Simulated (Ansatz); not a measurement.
# Ca (I4/mmm) in Ansatz: settings compared

The runs below take Ca through equation of state, elastic constants, with revPBE+d3bjatm, BLYP+D4.

Program: Ansatz 0.2.0. These are calculated values, not measurements. Logs are shortened: lines on timing, memory, paths and dates and some standing lists are left out, and cuts for length are marked.

## (1) Starting point

It takes space group I4/mmm (No. 139, tetragonal). Conventional cell: a = 4.410 Å, b = 4.410 Å, c = 4.392 Å, α = 90.00°, β = 90.00°, γ = 90.00°. Ca (site symmetry 4/mmm) is surrounded by 8 Ca at 3.81 Å.

This isn't the form of Ca at room conditions, which is fcc.

## (2) Equation of state, revPBE+d3bjatm

run.py

```python
import json

import ase.io
import numpy as np
from ase.calculators.calculator import CalculationFailed, Calculator
from ase.stress import full_3x3_to_voigt_6_stress
from ase.units import GPa
from ase.eos import EquationOfState

import ansatz as az

class AnsatzCalculator(Calculator):
    implemented_properties = ["energy", "free_energy", "forces", "stress", "magmom"]

    def calculate(self, atoms, properties, system_changes):
        super().calculate(atoms, properties, system_changes)
        structure = atoms.copy()
        structure.set_constraint()
        structure.set_momenta(None)
        structure.set_masses(None)
        outcome = (
            az.Crystal.from_ase(structure)
            .calculation()
            .basis(cutoff=349.6663132609458, xc_grid=2)
            .kpoints(9, 9, 9)
            .functional("revpbe", dispersion="d3bjatm")
            .pseudopotentials(kind="nc", source="spms")
            .scf(tolerance=2e-10)
            .occupations(method="fermi_dirac", width=0.05)
            .forces()
            .stress()
            .run(threads=2)
        )
        if not outcome.report["converged"]:
            raise CalculationFailed("SCF not converged")
        report = outcome.report
        self.results = {
            "free_energy": report["lagrangian_ev"],
            "energy": report["lagrangian_ev"],
            "forces": np.array(report["forces_ev_ang"]),
            "stress": -GPa * full_3x3_to_voigt_6_stress(report["stress_gpa"]),
            "magmom": report["magnetization_mub"],
        }

np.set_printoptions(precision=5, suppress=True, linewidth=110)
atoms = ase.io.read("Ca.xyz")
atoms.calc = AnsatzCalculator()
cell = atoms.cell.copy()
volumes, energies = [], []
for x in (0.94, 0.96, 0.98, 1.0, 1.02, 1.04, 1.06):
    atoms.set_cell(cell * x ** (1 / 3), scale_atoms=True)
    volumes.append(atoms.get_volume() / len(atoms))
    energies.append(atoms.get_potential_energy() / len(atoms))
    print(f"x {x:.2f}  V = {volumes[-1]:.4f} A^3/atom  E = {energies[-1]:.6f} eV/atom  P = {-atoms.get_stress()[:3].mean() / GPa:.3f} GPa")
v0, e0, b0 = EquationOfState(volumes, energies, eos="birchmurnaghan").fit()
print(f"V0 = {v0:.4f} A^3/atom, E0 = {e0:.6f} eV/atom, B0 = {b0 / GPa:.2f} GPa")
```

Ca.xyz

```xyz
1
Lattice="-2.2052049036 2.2052049036 2.1961148100 2.2052049036 -2.2052049036 2.1961148100 2.2052049036 2.2052049036 -2.1961148100" Properties=species:S:1:pos:R:3 pbc="T T T"
Ca     0.0000000000      0.0000000000      2.1961148100
```

Potentials or basis: SPMS NC.

Run with:

```console
> python run.py
```

Output:

```text
DeckWarning: basis.ecutwfc = 349.6663132609458 eV is below the records' recommended 435.382179935808 eV, and the density's cutoff is lower with it unless basis.ecutrho_ratio is high enough to keep the records' density cutoff: compare with a run at a higher cutoff
DeckWarning: output.stress: scf.convergence.dr2_threshold = 2e-10 eV is looser than the 1e-10 eV advised for a printed stress (1e-10 eV for each atom of the cell: 1). What an SCF threshold leaves in a stress goes as its square root, and in the free energy as the threshold itself, and one threshold admits the most on a small cell: of the crystals measured, under no hybrid functional and no lock of the moments, on runs that ended w [...]
PlacementWarning: RAYON_NUM_THREADS=2 ignored (pool sized by the plan → 2); use plan(threads=…)
x 0.94  V = 40.1551 A^3/atom  E = -1056.774323 eV/atom  P = 0.018 GPa
x 0.96  V = 41.0095 A^3/atom  E = -1056.773494 eV/atom  P = -0.305 GPa
x 0.98  V = 41.8638 A^3/atom  E = -1056.770799 eV/atom  P = -0.616 GPa
x 1.00  V = 42.7182 A^3/atom  E = -1056.767184 eV/atom  P = -0.911 GPa
x 1.02  V = 43.5726 A^3/atom  E = -1056.761410 eV/atom  P = -1.180 GPa
x 1.04  V = 44.4269 A^3/atom  E = -1056.754368 eV/atom  P = -1.439 GPa
x 1.06  V = 45.2813 A^3/atom  E = -1056.746185 eV/atom  P = -1.685 GPa
UserWarning: The minimum volume of your fit is not in your volumes.  You may not have a minimum in your dataset!
V0 = 40.1252 A^3/atom, E0 = -1056.774321 eV/atom, B0 = 14.48 GPa
```

engine_input.yaml:

```text
crystal:
  lattice:
    - [-2.1601880904379986, 2.1601880904379986, 2.1512835610205148]
    - [2.1601880904379986, -2.1601880904379986, 2.1512835610205148]
    - [2.1601880904379986, 2.1601880904379986, -2.1512835610205148]
  atoms:
    - { symbol: Ca, position: [0.5, 0.5, 0.0] }
basis:
  ecutwfc: 349.6663132609458
  xc_grid: 2
kpoints:
  mp_grid:
    grid: [9, 9, 9]
hamiltonian:
  xc: revpbe
  dispersion: d3bjatm
  pseudopotentials:
    kind: nc
    source: spms
scf:
  convergence:
    dr2_threshold: 2.0e-10
  occupations:
    method: fermi_dirac
    width: 0.05
output:
  forces: true
  stress: true
```

Wall time 5.3 s (2 threads of Arm Neoverse V1, shared host); peak memory 0.37 GiB.

The run converged, but some of its settings lie outside the range that counts as converged (typed here: hamiltonian.dispersion = d3bjatm; hamiltonian.xc = revpbe; basis.ecutwfc = 25.7 Ry), so its numbers aren't taken as properties of the crystal.

What came out:

- Equilibrium volume: 40.13 Å³/atom (rough: see the caveat)
- Bulk modulus at fixed shape and positions: 14.6 GPa (rough)

Caveat: the fit is doubtful: noisy points or a state that changes with volume; the minimum lies outside the volumes run; the cell was scaled at fixed shape and fractional positions, which overstates the stiffness of a crystal with free parameters, most of all of layers and chains; the potentials were made for another functional, which shifts forces and pressure; the cutoff lies under the one recommended for these potentials; the thresholds are loose for stress.

## (3) Elastic constants, BLYP+D4

run.py

```python
import json

import ase.io
import numpy as np
import spglib
from ase.calculators.calculator import CalculationFailed, Calculator
from ase.stress import full_3x3_to_voigt_6_stress
from ase.units import GPa

import ansatz as az

class AnsatzCalculator(Calculator):
    implemented_properties = ["energy", "free_energy", "forces", "stress", "magmom"]

    def calculate(self, atoms, properties, system_changes):
        super().calculate(atoms, properties, system_changes)
        structure = atoms.copy()
        structure.set_constraint()
        structure.set_momenta(None)
        structure.set_masses(None)
        outcome = (
            az.Crystal.from_ase(structure)
            .calculation()
            .basis(xc_grid=2)
            .kpoints(7, 7, 7)
            .functional("blyp", dispersion="d4")
            .pseudopotentials(kind="paw", partial_waves="polarizable")
            .scf(tolerance=2e-10, lower_state_search="off")
            .occupations(method="methfessel_paxton", width=0.1)
            .forces()
            .stress()
            .run(threads=2)
        )
        if not outcome.report["converged"]:
            raise CalculationFailed("SCF not converged")
        report = outcome.report
        self.results = {
            "free_energy": report["lagrangian_ev"],
            "energy": report["lagrangian_ev"],
            "forces": np.array(report["forces_ev_ang"]),
            "stress": -GPa * full_3x3_to_voigt_6_stress(report["stress_gpa"]),
            "magmom": report["magnetization_mub"],
        }

np.set_printoptions(precision=5, suppress=True, linewidth=110)
atoms = ase.io.read("Ca.cif")
cell, frac, numbers = spglib.find_primitive((atoms.cell[:], atoms.get_scaled_positions(), atoms.numbers), symprec=1e-5)
atoms = ase.Atoms(numbers, cell=cell, scaled_positions=frac, pbc=True)
atoms.calc = AnsatzCalculator()
cell = atoms.cell[:].copy()
pairs = [(0, 0), (1, 1), (2, 2), (1, 2), (0, 2), (0, 1)]
C = np.zeros((6, 6))
for j, (a, b) in enumerate(pairs):
    stress = []
    for e in (0.005, -0.005):
        strain = np.eye(3)
        strain[a, b] += e if a == b else e / 2
        strain[b, a] = strain[a, b]
        atoms.set_cell(cell @ strain, scale_atoms=True)
        stress.append(atoms.get_stress())
    C[:, j] = (stress[0] - stress[1]) / (2 * 0.005) / GPa
print("clamped-ion stress-strain coefficients (GPa, Voigt)", C.round(1), sep="\n")
print(f"Voigt bulk modulus {(C[:3, :3].sum()) / 9:.1f} GPa")
json.dump({"C": C.tolist()}, open("results.json", "w"))
```

Ca.cif

```cif
data_Ca
_cell_length_a 4.41040981
_cell_length_b 4.41040981
_cell_length_c 4.39222962
_cell_angle_alpha 90.00000000
_cell_angle_beta 90.00000000
_cell_angle_gamma 90.00000000
_space_group_name_H-M_alt 'I4/mmm'
_space_group_name_Hall '-I 4 2'
_space_group_IT_number 139
loop_
_space_group_symop_operation_xyz
'x,y,z'
'-x,-y,-z'
'-y,x,z'
'y,-x,-z'
'-x,-y,z'
'x,y,-z'
'y,-x,z'
'-y,x,-z'
'x,-y,-z'
'-x,y,z'
'-y,-x,-z'
'y,x,z'
'-x,y,-z'
'x,-y,z'
'y,x,-z'
'-y,-x,z'
'x+1/2,y+1/2,z+1/2'
'-x+1/2,-y+1/2,-z+1/2'
'-y+1/2,x+1/2,z+1/2'
'y+1/2,-x+1/2,-z+1/2'
'-x+1/2,-y+1/2,z+1/2'
'x+1/2,y+1/2,-z+1/2'
'y+1/2,-x+1/2,z+1/2'
'-y+1/2,x+1/2,-z+1/2'
'x+1/2,-y+1/2,-z+1/2'
'-x+1/2,y+1/2,z+1/2'
'-y+1/2,-x+1/2,-z+1/2'
'y+1/2,x+1/2,z+1/2'
'-x+1/2,y+1/2,-z+1/2'
'x+1/2,-y+1/2,z+1/2'
'y+1/2,x+1/2,-z+1/2'
'-y+1/2,-x+1/2,z+1/2'
loop_
_atom_site_label
_atom_site_type_symbol
_atom_site_symmetry_multiplicity
_atom_site_Wyckoff_symbol
_atom_site_fract_x
_atom_site_fract_y
_atom_site_fract_z
_atom_site_occupancy
Ca1 Ca 2 b 0.0000000000 0.0000000000 0.5000000000 1
```

Potentials or basis: Ansatz PAW polarizable.

Run with:

```console
> python run.py
```

Wall time 12 s (2 threads of Arm Neoverse V1, shared host); peak memory 0.44 GiB.

The run converged. Its results:

```yaml
Voigt_bulk_modulus: 12 GPa
```

Elastic tensor in Voigt notation (GPa, in the Cartesian axes of the cell as first typed):
```
-1 18 19  0  0  0
18 -1 19  0  0  0
19 19 -3  0  0  0
 0  0  0  4  0  0
 0  0  0  0  4  0
 0  0  0  0  0  2
```

Caveat: the potentials were made for another functional, which shifts forces and pressure; the elastic tensor has a negative eigenvalue, so either the cell is unstable as it stands or the mesh is too thin; the thresholds are loose for stress.
